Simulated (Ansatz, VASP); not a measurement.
# BN: VASP beside Ansatz

INCAR

```
SYSTEM = BN
ALGO     = Normal         ! electronic algorithm
EDIFF    = 1E-6           ! SCF threshold, eV
ENCUT    = 520            ! plane-wave cutoff, eV
GGA      = PE             ! functional
ISIF     = 2              ! what is computed and relaxed
ISMEAR   = 0              ! smearing method
LASPH    = .True.         ! aspherical terms in the spheres
LCHARG   = .True.         ! write CHGCAR
LELF     = .True.         ! ELF
LREAL    = .False.        ! projectors in reciprocal space
LVHAR    = .True.       
LWAVE    = .False.        ! write WAVECAR
NBANDS   = 11             ! bands
NELM     = 100            ! most SCF steps
PREC     = Accurate       ! precision mode
SIGMA    = 0.05           ! smearing width, eV
```

File KPOINTS:

```
k-points
0
Gamma
  12 12 12
  0 0 0
```

POSCAR

```
BN
1.0
    0.0000000000      1.8130010000      1.8130010000
    1.8130010000      0.0000000000      1.8130010000
    1.8130010000      1.8130010000      0.0000000000
B N
1 1
Direct
    0.0000000000      0.0000000000      0.0000000000
    0.7082034302      0.7639321899      0.7639321899
```

Input for Ansatz:

```yaml
crystal:
  lattice:
    - [0.0, 1.813001, 1.813001]
    - [1.813001, 0.0, 1.813001]
    - [1.813001, 1.813001, 0.0]
  atoms:
    - { symbol: B, position: [0.0, 0.0, 0.0] }
    - { symbol: "N", position: [0.7082034302, 0.7639321899, 0.7639321899] }
basis:
  ecutwfc: 420
kpoints:
  mp_grid: { grid: [12, 12, 12] }
hamiltonian:
  xc: pbe
scf:
  occupations: { method: gaussian, width: 0.05 }
output:
  forces: true
  stress: true
  eigenvalues: true
```

Change from the starting cell: all N atoms moved +0.087 Å, as atom 2 towards its neighbour atom 1 (B) at 1.570 Å.

Alike in both runs: task single point; functional PBE; k mesh 12 × 12 × 12; occupations gaussian, width 0.05 eV; no spin polarisation.

|  | VASP | Ansatz |
| --- | --- | --- |
| version | VASP 6.6.1 | Ansatz 0.2.0 |
| potentials or method | VASP PAW PBE potentials, release 64 (B, N) | scalar-relativistic, plane waves, PAW |
| plane-wave cutoff (eV) | 520 | 420 |
| valence electrons in the cell | 8 | 8 |

|  | VASP | Ansatz | Ansatz less VASP |
| --- | --- | --- | --- |
| gap on the k mesh at the Fermi level (eV) | 3.94 | 3.95 | +0.012 |
| least direct gap on the mesh (eV) | 7.97 | 7.98 | +0.008 |
| pressure (GPa) | 2.3 | 2.1 | -0.20 |
| largest component of the traceless stress (GPa) | 2.68 | 2.58 | -0.109 |
| rms of the force components (eV/Å) | 1.441 | 1.435 | -0.0059 |

Atom by atom the forces differ by 0.006 eV/Å (rms over components).

Caveats: forces of over 1 eV/Å show positions far from the minimum, so gaps and moduli don't describe the material at rest. A k mesh can miss the band edges.
